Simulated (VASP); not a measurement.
Here is a VASP 6.6.1 calculation.

Contents of INCAR:

```
  ALGO = Normal
  EDIFF = 1E-6
  ENCUT = 520
  GGA = PE
  ISIF = 2
  ISMEAR = 0
  LASPH = True
  LCHARG = False
  LREAL = False
  LWAVE = False
  NBANDS = 8
  NELM = 100
  PREC = Accurate
  SIGMA = 0.020999999999999998
```

File KPOINTS:

```
k-points
0
Gamma
  12 12 11
```

The input POSCAR:

```
Si
1.0
    2.6205428149      0.0000000000      0.0000000000
   -1.3102714075      2.2694566494      0.0000000000
    0.0000000000      0.0000000000      2.4663543900
Si
1
Direct
    0.0000000000      0.0000000000      0.0000000000
```

Potentials or basis: VASP PAW PBE potentials, release 64 (Si).

Run with:

```console
$ cat potpaw_PBE.64/Si/POTCAR > POTCAR
$ mpirun -np 1 vasp_std > vasp.out
```

(1) Estimate the pressure.

(2) Estimate the band gap on the k mesh.

Results:

(1) 3.0 GPa.

(2) none (metal or under the smearing width).
